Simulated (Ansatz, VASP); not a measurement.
# ZnS: VASP beside Ansatz

```
Zn S
1.0
    -0.05389    2.69451    2.69451
     2.64062    0.00000    2.64062
     2.69451    2.69451   -0.05389
Zn S
1 1
Direct
  0.00000 0.00000 0.00000
  0.75000 0.75000 0.75000
```

Change from the starting cell: strain -0.0400 x Voigt [0, 0, 0, 0, 1, 0], atoms carried along.

Alike in both runs: task single point; functional r2SCAN; k mesh 8 × 8 × 8; occupations gaussian, width 0.05 eV; no spin polarisation.

|  | VASP | Ansatz |
| --- | --- | --- |
| version | VASP 6.6.1 | Ansatz 0.2.0 |
| potentials or method | VASP PAW PBE potentials, release 64 (Zn, S) | scalar-relativistic, plane waves, PAW |
| plane-wave cutoff (eV) | 520 | 500 |
| valence electrons in the cell | 18 | 18 |

|  | VASP | Ansatz | Ansatz less VASP |
| --- | --- | --- | --- |
| gap on the k mesh at the Fermi level (eV) | 2.61 | 2.60 | -0.009 |
| least direct gap on the mesh (eV) | 2.61 | 2.60 | -0.009 |
| pressure (GPa) | 0.2 | 0.2 | 0.00 |
| largest component of the traceless stress (GPa) | 2.91 | 2.91 | 0.000 |
| rms of the force components (eV/Å) | 0.131 | 0.133 | +0.0015 |

Atom by atom the forces differ by 0.001 eV/Å (rms over components). The functional is the same, so the differences come from potentials, cutoffs and numerics.

Caveats: the PAW data sets were made with another functional, which shifts forces and pressure a little (VASP).
